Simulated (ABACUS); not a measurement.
# As (R-3m) in ABACUS: single point with PBE

Aim: the single point of As with PBE.

Program: ABACUS 3.10.1. These are calculated values, not measurements. Logs are shortened: lines on timing, memory, paths and dates and some standing lists are left out, and cuts for length are marked.

**1. Starting point**

It takes space group R-3m (No. 166, trigonal). The conventional cell has a = 3.762 Å, b = 3.762 Å, c = 10.542 Å, α = 90.00°, β = 90.00°, γ = 120.00°. As (site symmetry 3m) has 3 As at 2.51 Å as nearest neighbours.

**2. Single point, PBE**

run_abacus.py

```python
"""ABACUS run from a structure file: ASE reads it, the script writes STRU, KPT and INPUT."""
import re
import subprocess
from ase.io import read
from ase.units import Bohr

atoms = read("As.cif")
atoms = atoms[(-atoms.numbers).argsort(kind="stable")]  # ABACUS lists atoms element by element
pseudo = {'As': 'As.upf'}
orbital = {}
magmoms = None
kmesh = [7, 7, 7]
params = {
    'suffix': 'As',
    'calculation': 'scf',
    'basis_type': 'pw',
    'pseudo_dir': './',
    'symmetry': 1,
    'dft_functional': 'pbe',
    'ecutwfc': 84,
    'pseudo_rcut': 10,
    'nspin': 1,
    'nbands': 25,
    'ks_solver': 'dav',
    'smearing_method': 'fd',
    'smearing_sigma': 0.00367493,
    'scf_thr': 1e-08,
    'scf_nmax': 100,
    'mixing_type': 'broyden',
    'mixing_beta': 0.7,
    'cal_force': 1,
    'cal_stress': 1,
    'out_chg': 1,
    'out_pot': 2,
    'out_elf': 1,
}

symbols = atoms.get_chemical_symbols()
elements = list(dict.fromkeys(symbols))
lines = ["ATOMIC_SPECIES"] + [f"{e} {atoms.get_masses()[symbols.index(e)]:.4f} {pseudo[e]}" for e in elements]
if orbital:
    lines += ["", "NUMERICAL_ORBITAL"] + [orbital[e] for e in elements]
lines += ["", "LATTICE_CONSTANT", f"{1 / Bohr:.10f}", "", "LATTICE_VECTORS"]
lines += [" ".join(f"{x:.10f}" for x in v) for v in atoms.cell]
lines += ["", "ATOMIC_POSITIONS", "Direct"]
for e in elements:
    lines += ["", e, "0.0", str(symbols.count(e))]
    for i, p in enumerate(atoms.get_scaled_positions(wrap=False)):
        if symbols[i] == e:
            mag = "" if magmoms is None else " mag " + " ".join(str(x) for x in (magmoms[i] if isinstance(magmoms[i], list) else [magmoms[i]]))
            lines.append(" ".join(f"{x:.10f}" for x in p) + " 1 1 1" + mag)
open("STRU", "w").write("\n".join(lines) + "\n")
open("KPT", "w").write("K_POINTS\n0\nGamma\n%d %d %d 0 0 0\n" % tuple(kmesh))
open("INPUT", "w").write("INPUT_PARAMETERS\n" + "".join(f"{k:<20s}{v}\n" for k, v in params.items()))

done = subprocess.run(['mpirun', '-np', '4', 'abacus'])
if done.returncode:
    raise SystemExit(done.returncode)
log = open("OUT.As/running_scf.log").read()
print("final energy (eV):", re.findall(r"FINAL_ETOT_IS (\S+)", log))
```

As.cif

```cif
data_As
_cell_length_a 4.13100000
_cell_length_b 4.13100000
_cell_length_c 4.13100000
_cell_angle_alpha 54.16700000
_cell_angle_beta 54.16700000
_cell_angle_gamma 54.16700000
_space_group_name_H-M_alt 'P1'
_space_group_name_Hall 'P 1'
_space_group_IT_number 1
loop_
_space_group_symop_operation_xyz
'x,y,z'
loop_
_atom_site_label
_atom_site_type_symbol
_atom_site_symmetry_multiplicity
_atom_site_Wyckoff_symbol
_atom_site_fract_x
_atom_site_fract_y
_atom_site_fract_z
_atom_site_occupancy
As1 As 1 a 0.2260000000 0.2260000000 0.2260000000 1
As2 As 1 a 0.7740000000 0.7740000000 0.7740000000 1
```

Potentials or basis: PseudoDojo NC SR 0.5 PBE standard, plane waves.

On the command line:

```console
> OMP_NUM_THREADS=1 python run_abacus.py > log
```

running log:

```text
ABACUS v3.10.1

               Atomic-orbital Based Ab-initio Computation at UStc

 ------------------------------------------------------------------------------------

 READING GENERAL INFORMATION
                           global_out_dir = OUT.As/
                           global_in_card = INPUT
                               pseudo_dir = ./
                              orbital_dir =
                                    DSIZE = 4
                                    GSIZE = 1

 READING UNITCELL INFORMATION
                                    ntype = 1
                  lattice constant (Bohr) = 1.88973
              lattice constant (Angstrom) = 1

 READING ATOM TYPE 1
                               atom label = As
                      L=0, number of zeta = 1
                      L=1, number of zeta = 1
                      L=2, number of zeta = 1
             number of atom for this type = 2

                        TOTAL ATOM NUMBER = 2
DIRECT COORDINATES
    atom                   x                   y                   z     mag                  vx                  vy                  vz
taud_As1            0.2260000000        0.2260000000        0.2260000000  0.0000        0.0000000000        0.0000000000        0.0000000000
taud_As2            0.7740000000        0.7740000000        0.7740000000  0.0000        0.0000000000        0.0000000000        0.0000000000

                          Volume (Bohr^3) = 290.59
                             Volume (A^3) = 43.0609

 Lattice vectors: (Cartesian coordinate: in unit of a_0)
               +4.131                  +0                  +0
             +2.41839            +3.34911                  +0
             +2.41839            +1.23667            +3.11243
 Reciprocal vectors: (Cartesian coordinate: in unit of 2 pi/a_0)
            +0.242072             -0.1748           -0.118639
                   -0           +0.298587           -0.118639
                   +0                  -0           +0.321293
 The esolver type has been set to : ksdft_pw

                PAO radial cut off (Bohr) = 10

 Read in pseudopotential file is As.upf
                     pseudopotential type = NC
          exchange-correlation functional = PBE
                 nonlocal core correction = 1
                        valence electrons = 15
                                     lmax = 2
                           number of zeta = 3
                     number of projectors = 6
                           L of projector = 0
                           L of projector = 0
                           L of projector = 1
                           L of projector = 1
                           L of projector = 2
                           L of projector = 2
     initial pseudo atomic orbital number = 18

 SETUP THE ELECTRONS NUMBER
            electron number of element As = 15
      total electron number of element As = 30
            AUTOSET number of electrons:  = 30
[... 162 lines left out ...]
        4            401           4995

 SETUP NONLOCAL PSEUDOPOTENTIALS IN PLANE WAVE BASIS
 As non-local projectors:
 projector 1 L=0
 projector 2 L=0
 projector 3 L=1
 projector 4 L=1
 projector 5 L=2
 projector 6 L=2
      TOTAL NUMBER OF NONLOCAL PROJECTORS = 36

 Init Non-Local PseudoPotential table :
 Init Non-Local-Pseudopotential done.

                                     npwx = 956

 Make real space PAO into reciprocal space.
       max mesh points in Pseudopotential = 1001
     dq(describe PAO in reciprocal space) = 0.01
                                    max q = 1104

 number of pseudo atomic orbitals for As is 3
WARNING: norm of atomic wavefunction # 3 of atomic type As is 0.99996, renormalized

 -------------------------------------------
 SELF-CONSISTENT
 -------------------------------------------
                                 init_chg = atomic

 PW ALGORITHM --------------- ION=   1  ELEC=   1--------------------------------
 Notice: Threshold on eigenvalues was too large.
 hsover_error=0.3 > DRHO=0.0121474
 Origin diag ethr = 0.01
 New diag ethr = 4.04912e-05

 Density error is 0.0120870145436
                          Error Threshold = 4.04912454143e-05
----------------------------------------------------------
     Energy           Rydberg                 eV
----------------------------------------------------------
 E_KohnSham     -424.2664674139      -5772.4414271598
 E_Harris       -424.2064998193      -5771.6255261790
 E_Fermi        0.8061427907         10.9681353545
----------------------------------------------------------
[... 63 lines left out ...]
 Density error is 8.02660237862e-10
                          Error Threshold = 6.91400166734e-11
----------------------------------------------------------
     Energy           Rydberg                 eV
----------------------------------------------------------
 E_KohnSham     -424.2669898476      -5772.4485352354
 E_KS(sigma->0) -424.2668995239      -5772.4473063190
 E_Harris       -424.2665930404      -5772.4431363965
 E_band         -33.7900534043       -459.7372620227
 E_one_elec     -210.1674971255      -2859.4754953053
 E_Hartree      120.2690239349       1636.3440184135
 E_xc           -95.0268043576       -1292.9060019943
 E_Ewald        -239.3415316521      -3256.4085985166
 E_entropy(-TS) -0.0001806473        -0.0024578327
 E_descf        0.0000000000         0.0000000000
 E_exx          0.0000000000         0.0000000000
 E_Fermi        0.8128287604         11.0591026397
----------------------------------------------------------

 charge density convergence is achieved
 final etot is -5772.4485352 eV
 EFERMI = 11.05910264 eV
The vacuum level is 9.0501739536 eV

 STATE ENERGY(eV) AND OCCUPATIONS    NSPIN == 1
 1/44 kpoint (Cartesian) = 0.0000 0.0000 0.0000 (941 pws)
       1       -25.3357     0.00583090
       2       -25.3357     0.00583090
       3       -25.2946     0.00583090
       4       -25.2946     0.00583090
       5       -25.2522     0.00583090
       6       -25.2219     0.00583090
[... 152 lines left out ...]
      24        25.3209        0.00000
      25        25.6356        0.00000

[... levels at 38 further k points ...]

------------------------------------------------------------------------------------------
 TOTAL-FORCE (eV/Angstrom)
------------------------------------------------------------------------------------------
                       As1         0.3422197283         0.1749983414         0.1187733706
                       As2        -0.3422197283        -0.1749983414        -0.1187733706
------------------------------------------------------------------------------------------

----------------------------------------------------------------
 TOTAL-STRESS (KBAR)
----------------------------------------------------------------
        33.0891524946        -3.8945479332        -2.6432741090
        -3.8945479332        38.7136481883        -1.3516712998
        -2.6432741090        -1.3516712998        39.7877792901
----------------------------------------------------------------
 TOTAL-PRESSURE: 37.196860 KBAR

 --------------------------------------------
 !FINAL_ETOT_IS -5772.4485352353540293 eV
 --------------------------------------------
```

STRU:

```text
ATOMIC_SPECIES
As 74.9216 As.upf

LATTICE_CONSTANT
1.8897261258

LATTICE_VECTORS
4.1310000000 0.0000000000 0.0000000000
2.4183895066 3.3491122995 0.0000000000
2.4183895066 1.2366737439 3.1124252996

ATOMIC_POSITIONS
Direct

As
0.0
2
0.2260000000 0.2260000000 0.2260000000 1 1 1
0.7740000000 0.7740000000 0.7740000000 1 1 1
```

Wall time 24 s (4 MPI ranks of Intel Xeon Platinum 8488C (Sapphire Rapids), shared host); peak memory 0.32 GiB.

What came out:

```yaml
Free_energy: -5772.4485 eV
Pressure: 3.7 GPa
Largest_force: 0.402 eV/Å
Band_gap_on_the_k_mesh: none (metal or under the smearing width)
```

Forces in eV/Å, atoms in the order of the input:
```
As   0.342  0.175  0.119
As  -0.342 -0.175 -0.119
```
